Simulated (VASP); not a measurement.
# SnO₂, relaxation of the cell: which settings are enough?

SnO₂, P4_2/mnm (no. 136), 6 atoms in the cell. PBEsol; PAW potentials Sn_d, O (PBE set). VASP 6.6.1. The cell is changed on purpose: volume scaled by 1.1.

Wanted: cell volume within 0.2 %; lattice lengths within 0.1 %; shortest distances from each atom, periodic images included within 0.005 Å.

What the run is for: cell; Accuracy asked: standard.

The series start from Plane-wave cutoff (eV): 600; k-point mesh: 4 × 4 × 6; Relaxation passes: 2; Ionic threshold (EDIFFG): -0.005; Electronic threshold (eV): 1e-6; Precision mode (PREC): Accurate; Relaxation algorithm: IBRION=2 POTIM=0.5. Each series keeps the choices made before it, and each single choice may use up half of a tolerance. Times cover all steps of a run.

## Plane-wave cutoff (eV)

| Plane-wave cutoff (eV) | Cell volume (Å³) | Lattice lengths, largest deviation against the largest value | Shortest distances from each atom, periodic images included, largest deviation (Å) | Time (s) |
|---|---|---|---|---|
| 400 | 71.37 | 1.1 % | 0.0268 | 152 |
| 460 | 72.95 | 0.23 % | 0.0054 | 138 |
| 520 | 73.27 | 0.035 % | 0.0009 | 132 |
| 600 | 73.21 | 0.067 % | 0.0015 | 286 |
| 700 | 73.23 | 0.057 % | 0.0014 | 225 |
| 840 (reference) | 73.33 | 0 % | 0.0000 | 264 |

Chosen: 840; the next looser run is off by more than half of the tolerance, so convergence isn't shown beyond this value.

## k-point mesh

| k-point mesh | Cell volume (Å³) | Lattice lengths, largest deviation against the largest value | Shortest distances from each atom, periodic images included, largest deviation (Å) | Time (s) |
|---|---|---|---|---|
| 2 × 2 × 3 | 73.16 | 0.15 % | 0.0048 | 126 |
| 3 × 3 × 4 | 73.27 | 0.038 % | 0.0009 | 190 |
| 4 × 4 × 6 | 73.33 | 0.0096 % | 0.0006 | 264 |
| 5 × 5 × 7 | 73.32 | 0.0088 % | 0.0003 | 289 |
| 6 × 6 × 8 (reference) | 73.32 | 0 % | 0.0000 | 442 |

Chosen: 3 × 3 × 4, the loosest value from which every tighter one stays within half of the tolerance.

## Relaxation passes

| Relaxation passes | Cell volume (Å³) | Lattice lengths, largest deviation against the largest value | Shortest distances from each atom, periodic images included, largest deviation (Å) | Time (s) |
|---|---|---|---|---|
| 1 | 73.29 | 0.011 % | 0.0003 | 125 |
| 2 | 73.27 | 0 % | 0.0000 | 190 |
| 3 (reference) | 73.27 | 0 % | 0.0000 | 193 |

Chosen: 1.

## Ionic threshold (EDIFFG)

| Ionic threshold (EDIFFG) | Cell volume (Å³) | Lattice lengths, largest deviation against the largest value | Shortest distances from each atom, periodic images included, largest deviation (Å) | Time (s) |
|---|---|---|---|---|
| -0.05 | 73.31 | 0.1 % | 0.0022 | 87 |
| -0.02 | 73.28 | 0.079 % | 0.0031 | 98 |
| -0.01 | 73.31 | 0.035 % | 0.0013 | 107 |
| -0.005 | 73.29 | 0.0036 % | 0.0002 | 125 |
| -0.002 (reference) | 73.28 | 0 % | 0.0000 | 150 |

Chosen: -0.01.

## Electronic threshold (eV)

| Electronic threshold (eV) | Cell volume (Å³) | Lattice lengths, largest deviation against the largest value | Shortest distances from each atom, periodic images included, largest deviation (Å) | Time (s) |
|---|---|---|---|---|
| 0.0001 | 73.29 | 0.017 % | 0.0005 | 101 |
| 1e-5 | 73.31 | 0.012 % | 0.0004 | 108 |
| 1e-6 | 73.31 | 0.0048 % | 0.0001 | 107 |
| 1e-7 (reference) | 73.32 | 0 % | 0.0000 | 139 |

Chosen: 0.0001.

## Precision mode (PREC)

| Precision mode (PREC) | Cell volume (Å³) | Lattice lengths, largest deviation against the largest value | Shortest distances from each atom, periodic images included, largest deviation (Å) | Time (s) |
|---|---|---|---|---|
| Normal | 73.31 | 0.016 % | 0.0003 | 83 |
| Accurate (reference) | 73.29 | 0 % | 0.0000 | 101 |

Chosen: Normal.

## Relaxation algorithm

| Relaxation algorithm | Cell volume (Å³) | Lattice lengths, largest deviation against the largest value | Shortest distances from each atom, periodic images included, largest deviation (Å) | Time (s) |
|---|---|---|---|---|
| IBRION=2 POTIM=0.5 | 73.31 | 0 % | 0.0000 | 83 |
| IBRION=2 POTIM=0.2 | 73.28 | 0.019 % | 0.0004 | 75 |
| IBRION=1 POTIM=0.5 | 73.33 | 0.017 % | 0.0007 | 51 |
| IBRION=1 POTIM=0.2 | 73.33 | 0.018 % | 0.0009 | 49 |

Chosen: IBRION=1 POTIM=0.2, the fastest of those that stay within half of the tolerance.

## All choices together

| Input | Cell volume (Å³) | Lattice lengths, largest deviation against the largest value | Shortest distances from each atom, periodic images included, largest deviation (Å) | Time (s) |
|---|---|---|---|---|
| the program's defaults (naive) | 71.39 | 1 % | 0.0237 | 26 |
| chosen settings | 73.33 | 0.0092 % | 0.0002 | 49 |
| reference settings throughout | 73.32 | 0 % | 0.0000 | 545 |

The chosen settings stay within the tolerance of the reference run, but the reference itself isn't shown to be converged in: Plane-wave cutoff (eV).

Values of the reference run: Lattice lengths: 4.774, 4.774, 3.216 Å.

## The input

INCAR.step1:
```
SYSTEM = SnO2
GGA      = PS             ! functional
ISMEAR   = 0              ! smearing method
SIGMA    = 0.03           ! smearing width, eV
LWAVE    = .False.        ! write WAVECAR
LCHARG   = .False.        ! write CHGCAR
NSW      = 80             ! ionic steps
PREC     = Normal         ! precision mode
LASPH    = .True.         ! aspherical terms in the spheres
LREAL    = .False.        ! projectors in reciprocal space
ALGO     = Normal         ! electronic algorithm
EDIFF    = 1E-4           ! SCF threshold, eV
NELM     = 120            ! most SCF steps
GGA_COMPAT= .False.      
IBRION   = 1              ! ionic algorithm
ISIF     = 3              ! what is computed and relaxed
EDIFFG   = -0.01          ! ionic threshold
NELMIN   = 4            
ENCUT    = 840            ! plane-wave cutoff, eV
EFERMI   = MIDGAP       
KPAR     = 4            
POTIM    = 0.2            ! step
```

INCAR.step2, as INCAR.step1 but for:
```
- NSW = 80
- IBRION = 1
- ISIF = 3
- EDIFFG = -0.01
- NELMIN = 4
- POTIM = 0.2
+ ISIF = 2
```

KPOINTS:
```
Automatic mesh
0
Gamma
  3 3 4
  0 0 0
```

POSCAR.step1:
```
SnO2
1.0
    4.8909431870      0.0000000000      0.0000000000
    0.0000000000      4.8909431870      0.0000000000
    0.0000000000      0.0000000000      3.2893605879
Sn O
2 4
Direct
    0.5000000000      0.5000000000      0.5000000000
    0.0000000000      0.0000000000      0.0000000000
    0.8071000000      0.1929000000      0.5000000000
    0.6929000000      0.6929000000      0.0000000000
    0.1929000000      0.8071000000      0.5000000000
    0.3071000000      0.3071000000      0.0000000000
```

Commands (each step's output is kept before the next begins):
```
cat potpaw_PBE.64/Sn_d/POTCAR potpaw_PBE.64/O/POTCAR > POTCAR
cp INCAR.step1 INCAR
cp POSCAR.step1 POSCAR
mpirun -np 4 vasp_std > vasp.out
cp CONTCAR POSCAR
cp INCAR.step2 INCAR
mpirun -np 4 vasp_std > vasp.out
```

The chosen input took VASP 6.6.1 49 s on 4 cores (Intel Xeon Platinum 8259CL @ 2.50GHz (Skylake/Cascade Lake)), a shared host.

## An input that fails: too few ionic steps

It gives no converged result.

Changes against the starting input:
```
- NSW = 80
- NELM = 120
+ NSW = 2
+ NELM = 81
```
